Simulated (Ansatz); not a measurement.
The parent structure is BaSnO$_{3}$ in the cubic perovskite structure (space group Pm-3m, No. 221; a = 4.122 Å). Axes: x, y, z lie along the cube axes.

All numbers come from plane-wave PAW DFT at the PBEsol level (Ansatz, an electronic-structure program, 420 eV), no spin-orbit coupling.

Strains are applied to the cell and any free atomic positions relax; under biaxial strain the out-of-plane vector relaxes too.

One change was made to it. Results:

The band gap falls by 0.04 eV, from 0.86 eV to 0.82 eV; the pressure (mean of the normal stresses, compression positive) goes from zero to -0.43 GPa; the energy stays essentially unchanged.

**Question.** Which change produced these results?
A. tensor shear ε_xy = −3.19 %
B. uniaxial strain ε_zz = +3.47 %
C. biaxial strain +0.21 %, plane normal [110], relaxed out of plane

**Answer.** C, biaxial strain +0.21 %, plane normal [110], relaxed out of plane. For comparison, the band gap in the other runs: uniaxial strain ε_zz = +3.47 % gives 0.43 eV; tensor shear ε_xy = −3.19 % gives 0.72 eV.

Stability against distortions was not tested.
